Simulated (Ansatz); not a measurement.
CaS: single point, PBE0-type hybrid with an exact-exchange fraction taken as 1/ε∞ (computed with Ansatz 0.2.0, plane waves, PAW)

```
Ca S
1.0
     0.00000    2.84300    2.84300
     2.84300    0.00000    2.84300
     2.84300    2.84300    0.00000
Ca S
1 1
Direct
  0.50000 0.50000 0.50000
  0.00000 0.00000 0.00000
```

Launched as:

```bash
ansatz run input.yaml --threads 4 --pin off --max-ram 8192MiB --backend cpu --events-out ev --progress --plain --runs-dir out
```

input.yaml:

```yaml
crystal:
  lattice:
    - [0.0, 2.8430011916, 2.8430011916]
    - [2.8430011916, 0.0, 2.8430011916]
    - [2.8430011916, 2.8430011916, 0.0]
  atoms:
    - { symbol: Ca, position: [0.5, 0.5, 0.5] }
    - { symbol: S, position: [0.0, 0.0, 0.0] }
  host: atoms
basis:
  ecutwfc: 420
  ecutrho_ratio: 4
kpoints:
  mp_grid: { grid: [4, 4, 4] }
hamiltonian:
  xc:
    exchange: pbe
    correlation: pbe
    exx: { coeff: inverse_dielectric }
scf:
  occupations: { method: gaussian, width: 0.05 }
  n_extra_bands: 9
output:
  forces: true
  stress: true
  eigenvalues: true
  populations: true
  dos: { projected: true, de: 0.02 }
  write_density: true
  write_potential: true
  elf: true
  volumetric_format: npy
```

Output (shortened):

```
scf.n_extra_bands = 9 over 8 filled bands (N_el = 16.0): the run solves 17 bands
the fraction of exact exchange is that of a crystal of Ca1S1
Engine: ansatz 0.2.0, aarch64-unknown-linux-gnu
  a weight of exact exchange comes from the crystal, and the text's number only plans the run
Solving k-mesh 4×4×4 for the fraction of exact exchange
Crystal: 2 atoms, lattice volume = 45.958 Å³
Basis set: ecut = 420 eV, 893 PW (Γ), exchange–correlation on 54×54×54 points (8 copies of the dense FFT grid, shifted against one another)
Bands: 17, of which v1, the nominal top of the filled ones, is band 8 counted from 1 (7 counted from 0)
Symmetry: 48 space group operations
Space group: Fm-3m (ITA 225), of the structure as read, at distance tolerance 3.6e-5 Å
k-points: 8 of 64
Initial wavefunctions: pseudopotential atomic-orbital guess
[…]
SCF iter   2: F=-2724.827888 eV  HF=-2724.827888 eV  |F-HF|=4.09e-9  |Δ(HF+E_count)|=   2.73e-8  Δρ=8.14e-6  dr2=9.38e-9  ethr=7.31e-10  ⟨swp⟩=3.4  Hψ=251  notcnv=0
SCF 3 converged in 2 iterations: F = -2724.827888 eV  dr2 = 9.38e-9
  Residual-converged pass: ⟨swp⟩=3.5  Hψ=244  notcnv=0  max |occ|·‖R‖ = 2.3e-6 eV (tolerance 2.4e-6 eV)  dr2=9.34e-9  dr2_onsite=2.47e-9  max |Δocc| = 0.0e0
hybrid outer 2: dexx = +3.894e-8 eV, tail = 2.45e-8 eV, Δε = 6.50e-4 eV (about 6.23e-5 eV left of the loop's levels)
hybrid SCF converged: 2 outer / 8 inner (+2 warm-up), last move |dexx| = 3.89e-8 eV, tail = 2.45e-8 eV
Stability not checked: this state was not tested for a lower state beside it, because the functional holds exact exchange (a hybrid, or Hartree-Fock), whose exchange loop this test does not read (fock_operator; see scf.lower_state_search)
Free energy (F): -2724.827888 eV
Frozen-core exchange: fock
Harris-Foulkes:  -2724.827888 eV  (|F-HF|=4.09e-9)
Internal energy: -2724.827888 eV  (E = F + TS)
E sigma→0 (E₀):  -2724.827888 eV
Fermi energy:    7.105325 eV
--- Forces (eV/Å), atoms counted from 1 ---
  atom   1  Ca     0.00000000     0.00000000     0.00000000
  atom   2  S      0.00000000    -0.00000000    -0.00000000
--- Stress (GPa, compression-positive) ---
        0.522945       0.000000      -0.000000
        0.000000       0.522945      -0.000000
       -0.000000      -0.000000       0.522945
  P = ⅓ Tr σ = 0.5229 GPa (5.229 kbar)
--- Löwdin populations: 2 sites ---
  site symbol       q [e]
     0     Ca      8.4289
     1      S      7.3287
  spilling = 0.015151 (of n_electrons = 16.000000)
```

In short: gap on the mesh 3.75 eV; pressure 0.5 GPa; exact-exchange fraction 0.199.

Time: 6.1 s on 4 threads of Arm Neoverse V1 (shared host), peak memory 0.58 GiB.

Caveats: stress loosely converged.
